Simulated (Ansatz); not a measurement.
System: zinc-blende ZnTe. Method: PBE0 (plane waves, PAW; Ansatz, a first-principles code).

Settings: plane-wave cutoff 500 eV, 6×6×6 k mesh, gaussian smearing 0.02 eV, scalar-relativistic PAW data made under PBE.

The cell is the one relaxed with r²SCAN: a = 6.114 Å, b = 6.114 Å, c = 6.114 Å, α = 90.00°, β = 90.00°, γ = 90.00°.

### Question
Give the computed band gap.

### Answer

band gap: 2.85 eV (on the SCF k mesh)

Measured, for comparison: band gap 2.43 eV (zero-point renormalisation of 40 meV (experimental, the table's column) added back here, direct; inputs from Miglio et al. (2020), arXiv:2011.12765).

Note: cell and atoms aren't relaxed at this level (pressure 0.6 GPa).

Spin–orbit coupling is not included; with these elements it can move the gap by several tenths of an eV or more.

Computed values are for the static lattice.

The result took roughly 2.5 core-minutes.
